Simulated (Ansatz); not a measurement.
Crystal: Cl₂O, antifluorite type, 3 atoms in the cell.

These are results of Ansatz 0.2.0 development build, PBE, plane waves, PAW datasets (generated hard set), not measurements.

Cutoff 700 eV; k-mesh 11×11×11 Γ-centred; Fermi–Dirac smearing of 0.0612 eV; no spin polarisation.

```tsv
V (Å³/atom)	a (Å)	E − E(min) (meV/atom)	P (GPa)
17.093	5.8975	9.57	2.98
17.457	5.9390	4.09	1.87
17.820	5.9800	0.98	0.88
18.184	6.0204	0.00	0.00
18.548	6.0603	0.90	-0.78
18.911	6.0996	3.49	-1.48
19.275	6.1385	7.56	-2.10
```

(1) Fit a third-order Birch–Murnaghan equation of state to the energies.

Results:

(1) V₀ = 18.185 Å³/atom (a₀ = 6.020 Å), B₀ = 41.5 GPa, B₀′ = 4.82.

The published all-electron PBE values for this crystal (mean of FLEUR and WIEN2k, k-spacing 0.06 Å⁻¹; Bosoni et al., Nat. Rev. Phys. 6, 45 (2024)) are V₀ = 18.187 Å³/atom, B₀ = 41.5 GPa, B₀′ = 4.82. This run's mesh is coarser (spacing 0.16 Å⁻¹), so part of any difference comes from k-sampling.

The stress includes the program's correction for the finite plane-wave basis.

This cubic structure is a model: it isn't the usual form of the substance at ambient conditions, and such phases are metastable or hypothetical. The k-mesh is modest, so these values aren't fully converged in k. Spin polarisation is left out, and a magnetic state may lie lower.
